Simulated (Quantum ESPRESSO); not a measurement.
# CdS (Hawleyite) (F-43m) in Quantum ESPRESSO: further runs, part 2 of 3

Quantum ESPRESSO 7.5. The steps go on from the part before.

### Step 3. Phonon dispersion, PBE

File pw.in:

```
&CONTROL
  calculation = 'scf'
  prefix = 'pwscf'
  outdir = './tmp'
  pseudo_dir = './pseudo'
  tprnfor = .true.
  tstress = .true.
  disk_io = 'low'
/
&SYSTEM
  ibrav = 0
  nat = 2
  ntyp = 2
  ecutwfc = 45
  ecutrho = 360
  nbnd = 15
  occupations = 'smearing'
  smearing = 'fd'
  degauss = 0.00367493
/
&ELECTRONS
  conv_thr = 4d-10
  electron_maxstep = 120
  mixing_beta = 0.5
/
ATOMIC_SPECIES
Cd   112.4140 cd_pbe_v1.uspp.F.UPF
S     32.0600 s_pbe_v1.4.uspp.F.UPF
CELL_PARAMETERS angstrom
   0.0000000000    2.9165000000    2.9165000000
   2.9165000000    0.0000000000    2.9165000000
   2.9165000000    2.9165000000    0.0000000000
ATOMIC_POSITIONS crystal
Cd     0.0000000000    0.0000000000    0.0000000000
S      0.7500000000    0.7500000000    0.7500000000
K_POINTS automatic
4 4 4 1 1 1
```

File relax.in:

```
&CONTROL
  calculation = 'vc-relax'
  prefix = 'pwscf'
  outdir = './tmp'
  pseudo_dir = './pseudo'
  tprnfor = .true.
  tstress = .true.
  disk_io = 'low'
  nstep = 40
  forc_conv_thr = 0.0001
  etot_conv_thr = 1d-06
/
&SYSTEM
  ibrav = 0
  nat = 2
  ntyp = 2
  ecutwfc = 45
  ecutrho = 360
  nbnd = 15
  occupations = 'smearing'
  smearing = 'fd'
  degauss = 0.00367493
/
&ELECTRONS
  conv_thr = 4d-10
  electron_maxstep = 120
  mixing_beta = 0.5
/
&IONS
  ion_dynamics = 'bfgs'
/
&CELL
  cell_dynamics = 'bfgs'
  press = 0
  press_conv_thr = 0.2
/
ATOMIC_SPECIES
Cd   112.4140 cd_pbe_v1.uspp.F.UPF
S     32.0600 s_pbe_v1.4.uspp.F.UPF
CELL_PARAMETERS angstrom
   0.0000000000    2.9165000000    2.9165000000
   2.9165000000    0.0000000000    2.9165000000
   2.9165000000    2.9165000000    0.0000000000
ATOMIC_POSITIONS crystal
Cd     0.0000000000    0.0000000000    0.0000000000
S      0.7500000000    0.7500000000    0.7500000000
K_POINTS automatic
4 4 4 1 1 1
```

File gamma.in:

```
&CONTROL
  calculation = 'bands'
  prefix = 'pwscf'
  outdir = './tmp'
  pseudo_dir = './pseudo'
  disk_io = 'low'
  verbosity = 'high'
/
&SYSTEM
  ibrav = 0
  nat = 2
  ntyp = 2
  ecutwfc = 45
  ecutrho = 360
  nbnd = 15
  occupations = 'smearing'
  smearing = 'fd'
  degauss = 0.00367493
/
&ELECTRONS
  conv_thr = 1d-08
  electron_maxstep = 120
  mixing_beta = 0.5
  diago_full_acc = .true.
  startingwfc = 'random'
/
ATOMIC_SPECIES
Cd   112.4140 cd_pbe_v1.uspp.F.UPF
S     32.0600 s_pbe_v1.4.uspp.F.UPF
CELL_PARAMETERS angstrom
   0.0000000000    2.9683798888    2.9683798888
   2.9683798888    0.0000000000    2.9683798888
   2.9683798888    2.9683798888    0.0000000000
ATOMIC_POSITIONS crystal
Cd     0.0000000000    0.0000000000    0.0000000000
S      0.7500000000    0.7500000000    0.7500000000
K_POINTS crystal
1
0.0 0.0 0.0 1
```

File scf2.in:

```
&CONTROL
  calculation = 'scf'
  prefix = 'pwscf'
  outdir = './tmp'
  pseudo_dir = './pseudo'
  tprnfor = .true.
  tstress = .true.
  disk_io = 'low'
/
&SYSTEM
  ibrav = 0
  nat = 2
  ntyp = 2
  ecutwfc = 45
  ecutrho = 360
  nbnd = 15
  occupations = 'fixed'
/
&ELECTRONS
  conv_thr = 1d-13
  electron_maxstep = 120
  mixing_beta = 0.5
  startingpot = 'file'
/
ATOMIC_SPECIES
Cd   112.4140 cd_pbe_v1.uspp.F.UPF
S     32.0600 s_pbe_v1.4.uspp.F.UPF
CELL_PARAMETERS angstrom
   0.0000000000    2.9683798888    2.9683798888
   2.9683798888    0.0000000000    2.9683798888
   2.9683798888    2.9683798888    0.0000000000
ATOMIC_POSITIONS crystal
Cd     0.0000000000    0.0000000000    0.0000000000
S      0.7500000000    0.7500000000    0.7500000000
K_POINTS automatic
4 4 4 1 1 1
```

File ph.in:

```
phonon_bands of CdS
&INPUTPH
  prefix = 'pwscf'
  outdir = './tmp'
  tr2_ph = 1d-18
  fildyn = 'dyn'
  niter_ph = 90
  alpha_mix(1) = 0.7
  epsil = True
  ldisp = .true.
  nq1 = 2
  nq2 = 2
  nq3 = 2
/
```

File q2r.in:

```
&INPUT
  fildyn = 'dyn'
  zasr = 'crystal'
  flfrc = 'fc'
/
```

File matdyn.in:

```
&INPUT
  asr = 'crystal'
  flfrc = 'fc'
  flfrq = 'freq'
  q_in_cryst_coord = .true.
  flvec = ' '
/
80
 0.0000000000  0.0000000000  0.0000000000
 0.0454545455  0.0000000000  0.0454545455
 0.0909090909  0.0000000000  0.0909090909
 0.1363636364  0.0000000000  0.1363636364
 0.1818181818  0.0000000000  0.1818181818
 0.2272727273  0.0000000000  0.2272727273
 0.2727272727  0.0000000000  0.2727272727
 0.3181818182  0.0000000000  0.3181818182
 0.3636363636  0.0000000000  0.3636363636
 0.4090909091  0.0000000000  0.4090909091
 0.4545454545  0.0000000000  0.4545454545
 0.5000000000  0.0000000000  0.5000000000
 0.5000000000  0.0500000000  0.5500000000
 0.5000000000  0.1000000000  0.6000000000
 0.5000000000  0.1500000000  0.6500000000
 0.5000000000  0.2000000000  0.7000000000
 0.5000000000  0.2500000000  0.7500000000
 0.4687500000  0.2812500000  0.7500000000
 0.4375000000  0.3125000000  0.7500000000
 0.4062500000  0.3437500000  0.7500000000
 0.3750000000  0.3750000000  0.7500000000
 0.3461538462  0.3461538462  0.6923076923
 0.3173076923  0.3173076923  0.6346153846
 0.2884615385  0.2884615385  0.5769230769
 0.2596153846  0.2596153846  0.5192307692
 0.2307692308  0.2307692308  0.4615384615
 0.2019230769  0.2019230769  0.4038461538
 0.1730769231  0.1730769231  0.3461538462
 0.1442307692  0.1442307692  0.2884615385
 0.1153846154  0.1153846154  0.2307692308
 0.0865384615  0.0865384615  0.1730769231
 0.0576923077  0.0576923077  0.1153846154
 0.0288461538  0.0288461538  0.0576923077
 0.0000000000  0.0000000000  0.0000000000
 0.0454545455  0.0454545455  0.0454545455
 0.0909090909  0.0909090909  0.0909090909
 0.1363636364  0.1363636364  0.1363636364
 0.1818181818  0.1818181818  0.1818181818
 0.2272727273  0.2272727273  0.2272727273
 0.2727272727  0.2727272727  0.2727272727
 0.3181818182  0.3181818182  0.3181818182
 0.3636363636  0.3636363636  0.3636363636
 0.4090909091  0.4090909091  0.4090909091
 0.4545454545  0.4545454545  0.4545454545
 0.5000000000  0.5000000000  0.5000000000
 0.5178571429  0.4642857143  0.5178571429
 0.5357142857  0.4285714286  0.5357142857
 0.5535714286  0.3928571429  0.5535714286
 0.5714285714  0.3571428571  0.5714285714
 0.5892857143  0.3214285714  0.5892857143
 0.6071428571  0.2857142857  0.6071428571
 0.6250000000  0.2500000000  0.6250000000
 0.5937500000  0.2500000000  0.6562500000
 0.5625000000  0.2500000000  0.6875000000
 0.5312500000  0.2500000000  0.7187500000
 0.5000000000  0.2500000000  0.7500000000
 0.5000000000  0.2750000000  0.7250000000
 0.5000000000  0.3000000000  0.7000000000
 0.5000000000  0.3250000000  0.6750000000
 0.5000000000  0.3500000000  0.6500000000
 0.5000000000  0.3750000000  0.6250000000
 0.5000000000  0.4000000000  0.6000000000
 0.5000000000  0.4250000000  0.5750000000
 0.5000000000  0.4500000000  0.5500000000
 0.5000000000  0.4750000000  0.5250000000
 0.5000000000  0.5000000000  0.5000000000
 0.4861111111  0.4861111111  0.5277777778
 0.4722222222  0.4722222222  0.5555555556
 0.4583333333  0.4583333333  0.5833333333
 0.4444444444  0.4444444444  0.6111111111
 0.4305555556  0.4305555556  0.6388888889
 0.4166666667  0.4166666667  0.6666666667
 0.4027777778  0.4027777778  0.6944444444
 0.3888888889  0.3888888889  0.7222222222
 0.3750000000  0.3750000000  0.7500000000
 0.6250000000  0.2500000000  0.6250000000
 0.5937500000  0.1875000000  0.5937500000
 0.5625000000  0.1250000000  0.5625000000
 0.5312500000  0.0625000000  0.5312500000
 0.5000000000  0.0000000000  0.5000000000
```

File matdyn_dos.in:

```
&INPUT
  asr = 'crystal'
  flfrc = 'fc'
  dos = .true.
  fldos = 'phdos'
  nk1 = 8
  nk2 = 8
  nk3 = 8
  deltaE = 1
  flvec = ' '
  flfrq = ' '
/
```

File matdyn_mesh.in:

```
&INPUT
  asr = 'crystal'
  flfrc = 'fc'
  flfrq = 'mesh'
  q_in_cryst_coord = .true.
  flvec = ' '
/
216
 0.08333333  0.08333333  0.08333333
 0.08333333  0.08333333  0.25000000
 0.08333333  0.08333333  0.41666667
[... 213 further points of the even 6 x 6 x 6 mesh, shifted by half a step ...]
```

Potentials or basis: GBRV 1.5 PBE.

On the command line:

```bash
OMP_NUM_THREADS=1 pw.x -in pw.in > pw.out
OMP_NUM_THREADS=1 pw.x -in relax.in > relax.out
OMP_NUM_THREADS=1 pw.x -in gamma.in > gamma.out
OMP_NUM_THREADS=1 pw.x -in scf2.in > scf2.out
OMP_NUM_THREADS=1 ph.x -in ph.in > ph.out
OMP_NUM_THREADS=1 q2r.x -in q2r.in > q2r.out
OMP_NUM_THREADS=1 matdyn.x -in matdyn.in > matdyn.out
OMP_NUM_THREADS=1 matdyn.x -in matdyn_dos.in > matdyn_dos.out
OMP_NUM_THREADS=1 matdyn.x -in matdyn_mesh.in > matdyn_mesh.out
```

pw.out:

```text
This program is part of the open-source Quantum ESPRESSO suite
     for quantum simulation of materials; please cite
[... 9 lines left out ...]
     --------------------
     sticks:   dense  smooth     PW     G-vecs:    dense   smooth      PW
     Sum        1507     745    235                38709    13635    2277

     Using Slab Decomposition

     bravais-lattice index     =            0
     lattice parameter (alat)  =       7.7943  a.u.
     unit-cell volume          =     334.8209 (a.u.)^3
     number of atoms/cell      =            2
     number of atomic types    =            2
     number of electrons       =        18.00
     number of Kohn-Sham states=           15
     kinetic-energy cutoff     =      45.0000  Ry
     charge density cutoff     =     360.0000  Ry
     scf convergence threshold =      4.0E-10
     mixing beta               =       0.5000
     number of iterations used =            8  plain     mixing
     Exchange-correlation=  SLA  PW   PBX  PBC
                           (   1   4   3   4   0   0   0)

     celldm(1)=   7.794277  celldm(2)=   0.000000  celldm(3)=   0.000000
     celldm(4)=   0.000000  celldm(5)=   0.000000  celldm(6)=   0.000000

     crystal axes: (cart. coord. in units of alat)
               a(1) = (   0.000000   0.707107   0.707107 )
               a(2) = (   0.707107   0.000000   0.707107 )
               a(3) = (   0.707107   0.707107   0.000000 )

     reciprocal axes: (cart. coord. in units 2 pi/alat)
               b(1) = ( -0.707107  0.707107  0.707107 )
               b(2) = (  0.707107 -0.707107  0.707107 )
               b(3) = (  0.707107  0.707107 -0.707107 )

     PseudoPot. # 1 for Cd read from file:
     cd_pbe_v1.uspp.F.UPF
     Pseudo is Ultrasoft + core correction, Zval = 12.0
     Generated by new atomic code, or converted to UPF format
     Using radial grid of  889 points,  6 beta functions with:
                l(1) =   0
                l(2) =   0
                l(3) =   1
                l(4) =   1
                l(5) =   2
                l(6) =   2
     Q(r) pseudized with  6 coefficients,  rinner =    1.000   1.000   1.000
                                                       1.000   1.000

     PseudoPot. # 2 for S  read from file:
     s_pbe_v1.4.uspp.F.UPF
     Pseudo is Ultrasoft + core correction, Zval =  6.0
     Generated by new atomic code, or converted to UPF format
[... 28 lines left out ...]
        k(    5) = (   0.4419417   0.0883883   0.0883883), wk =   0.1875000
        k(    6) = (  -0.0883883  -0.4419417   0.6187184), wk =   0.3750000
        k(    7) = (   0.0883883  -0.2651650   0.4419417), wk =   0.3750000
        k(    8) = (  -0.6187184   0.0883883   0.0883883), wk =   0.1875000
        k(    9) = (   0.2651650   0.2651650   0.2651650), wk =   0.0625000
        k(   10) = (  -0.2651650  -0.2651650   0.7954951), wk =   0.1875000

     Dense  grid:    38709 G-vectors     FFT dimensions: (  48,  48,  48)

     Smooth grid:    13635 G-vectors     FFT dimensions: (  36,  36,  36)

     Initial potential from superposition of free atoms

     starting charge      17.4999, renormalised to      18.0000

     negative rho (up, down):  2.029E-02 0.000E+00
     Starting wfcs are   13 randomized atomic wfcs +    2 random wfcs

     Self-consistent Calculation

     iteration #  1     ecut=    45.00 Ry     beta= 0.50
     Davidson diagonalization with overlap
     ethr =  1.00E-02,  avg # of iterations =  5.8

     Threshold (ethr) on eigenvalues was too large:
     Diagonalizing with lowered threshold

     Davidson diagonalization with overlap
     ethr =  6.35E-04,  avg # of iterations =  2.5

     negative rho (up, down):  1.973E-02 0.000E+00
[... 67 lines left out ...]
     iteration #  9     ecut=    45.00 Ry     beta= 0.50
     Davidson diagonalization with overlap
     ethr =  2.53E-12,  avg # of iterations =  5.8

     negative rho (up, down):  2.035E-02 0.000E+00

     End of self-consistent calculation

          k = 0.0884 0.0884 0.0884 (  1720 PWs)   bands (ev):

    -6.7030  -2.0649  -2.0649  -2.0343  -1.6066  -1.6066   4.5990   5.5057
     5.5057   7.5830  11.8734  12.3277  12.3277  16.4634  16.4634

          k = 0.2652 0.2652-0.0884 (  1703 PWs)   bands (ev):

    -6.4571  -1.9861  -1.9719  -1.7205  -1.6185  -1.5507   2.6378   4.4597
     5.1695   9.0403  11.8882  12.4570  12.8065  15.6749  17.1775

          k =-0.2652-0.2652 0.4419 (  1713 PWs)   bands (ev):
[... 16 lines left out ...]
    -6.2196  -1.8799  -1.8281  -1.6741  -1.5719  -1.0462   1.6969   3.2558
     3.9011  10.3625  11.0615  13.0173  14.4687  15.8584  18.1615

          k = 0.0884-0.2652 0.4419 (  1706 PWs)   bands (ev):

    -6.3161  -1.9278  -1.9017  -1.6724  -1.5717  -1.3165   1.9471   3.7871
     4.5574   9.9078  11.3930  12.3917  13.8657  15.8590  18.3320

          k =-0.6187 0.0884 0.0884 (  1703 PWs)   bands (ev):

    -6.2190  -1.8724  -1.7673  -1.7469  -1.5317  -1.1726   1.7811   3.5438
     3.8803   9.5230  10.2842  14.2270  15.3632  15.9592  18.0702

          k = 0.2652 0.2652 0.2652 (  1700 PWs)   bands (ev):
[... 6 lines left out ...]
    -6.2587  -1.9201  -1.8672  -1.6362  -1.5862  -1.1066   1.6110   3.3509
     4.4790   9.9994  11.4545  13.2840  13.6710  16.1116  16.8852

     the Fermi energy is     6.5773 ev

!    total energy              =    -138.91506620 Ry
     estimated scf accuracy    <          1.7E-10 Ry
     smearing contrib. (-TS)   =      -0.00000000 Ry
     internal energy E=F+TS    =    -138.91506620 Ry

     The total energy is F=E-TS. E is the sum of the following terms:
     one-electron contribution =     -38.36089209 Ry
     hartree contribution      =      32.67196801 Ry
     xc contribution           =     -47.87974182 Ry
     ewald contribution        =     -85.34640031 Ry

     convergence has been achieved in   9 iterations

     negative rho (up, down):  2.035E-02 0.000E+00

     Forces acting on atoms (cartesian axes, Ry/au):

     atom    1 type  1   force =     0.00000000   -0.00000000   -0.00000000
     atom    2 type  2   force =     0.00000000    0.00000000   -0.00000000

     Total force =     0.000000     Total SCF correction =     0.000000

     Computing stress (Cartesian axis) and pressure

     negative rho (up, down):  2.035E-02 0.000E+00
          total   stress  (Ry/bohr**3)                   (kbar)     P=       31.72
   0.00021564  -0.00000000  -0.00000000           31.72       -0.00       -0.00
  -0.00000000   0.00021564  -0.00000000           -0.00       31.72       -0.00
   0.00000000  -0.00000000   0.00021564            0.00       -0.00       31.72

=------------------------------------------------------------------------------=
   JOB DONE.
=------------------------------------------------------------------------------=
```

Run time: 29 min. Hardware: 1 thread of Intel Xeon at 2.50GHz (Skylake/Cascade Lake), shared host; peak memory 0.19 GiB.

What came out:

* Free energy: -1890.0613 eV
* Relaxed volume: 26.16 Å³/atom
* Relaxed cell: a = 4.198 Å, b = 4.198 Å, c = 4.198 Å, α = 60.00°, β = 60.00°, γ = 60.00°
* Space group after relaxing (to 0.05 Å): F-43m (No. 216)
* Pressure after relaxing: 0.0 GPa
* Electronic dielectric tensor (diagonal): 6.26
* Born charges (mean of the diagonal): Cd +2.24; S -2.25 e
* Highest phonon frequency, LO-TO splitting left out: 281 cm⁻¹
* Zero-point energy: 0.030 eV/atom

The path:
```csv
step,energy change (eV),largest force (eV/Å),pressure (GPa),volume (Å³)
1,0.0000,0.0000,3.17,49.62
2,-0.0133,0.0000,2.12,50.42
3,-0.0222,0.0000,1.07,51.32
4,-0.0254,0.0000,0.05,52.26
5,-0.0254,0.0000,0.00,52.31
```

Final structure:
```
Cd S
1.0
     0.00000    2.96838    2.96838
     2.96838    0.00000    2.96838
     2.96838    2.96838    0.00000
Cd S
1 1
Direct
  0.00000 0.00000 0.00000
  0.75000 0.75000 0.75000
```

Phonon frequencies in cm⁻¹ (negative: imaginary):
```
              q point            frequencies
(0.000, 0.000, 0.000)      0 0 0 216 216 278
(0.318, 0.000, 0.318)  47 47 119 243 243 272
(0.500, 0.150, 0.650)  60 74 130 255 257 268
(0.346, 0.346, 0.692)  50 90 121 247 257 269
(0.144, 0.144, 0.288)   29 52 81 223 230 275
(0.091, 0.091, 0.091)   13 13 40 217 217 277
(0.409, 0.409, 0.409)  41 41 126 233 233 280
(0.589, 0.321, 0.589)  49 85 121 245 253 271
(0.500, 0.275, 0.725)  62 87 120 254 257 267
(0.500, 0.450, 0.550)  44 52 129 236 237 279
(0.431, 0.431, 0.639)  47 78 122 242 247 274
(0.562, 0.125, 0.562)  53 64 137 254 258 270
```

Electronic dielectric tensor:
```
6.26 0.00 0.00
0.00 6.26 0.00
0.00 0.00 6.26
```

Born effective charge tensors (e):
atom 1, Cd
```
2.24 0.00 0.00
0.00 2.24 0.00
0.00 0.00 2.24
```
atom 2, S
```
-2.25  0.00  0.00
 0.00 -2.25  0.00
 0.00  0.00 -2.25
```

Phonon frequencies at the corners of the path (cm⁻¹, interpolated; i marks imaginary ones):
| point | frequencies |
| --- | --- |
| Γ | 0 0 0 216 216 278 |
| X | 54 54 141 256 256 271 |
| W | 63 87 121 255 258 266 |
| K | 52 83 126 250 259 268 |
| L | 42 42 130 234 234 281 |
| U | 52 83 126 250 259 268 |

Phonon states per cell in windows of 20 cm⁻¹ (negative: imaginary):
```csv
from (cm⁻¹),total,Cd,S
0,0.01,0.01,0.00
20,0.23,0.18,0.04
40,1.09,0.94,0.15
60,0.53,0.47,0.06
80,0.27,0.24,0.03
100,0.37,0.34,0.03
120,0.50,0.49,0.01
140,0.00,0.00,0.00
160,0.00,0.00,0.00
180,0.00,0.00,0.00
200,0.01,0.00,0.01
220,0.74,0.12,0.62
240,1.25,0.14,1.11
260,1.00,0.07,0.93
```

Harmonic thermodynamics per atom at this volume (zero-point energy 30.5 meV, Debye temperature from the second moment 349 K):
```tsv
T (K)	free energy (meV)	entropy (k_B)	heat capacity Cv (k_B)
50	29.2	0.79	1.08
100	23.6	1.80	1.90
200	0.8	3.39	2.60
298.15	-32.7	4.47	2.81
500	-124.5	5.96	2.93
800	-297.9	7.35	2.97
```

Caveat: the mesh is thin for the dielectric tensor, Born charges and intensities, which usually come out too large; the q mesh is small, so phonon branches between its points and thermal values are rough.

[end of part 2 of 3]
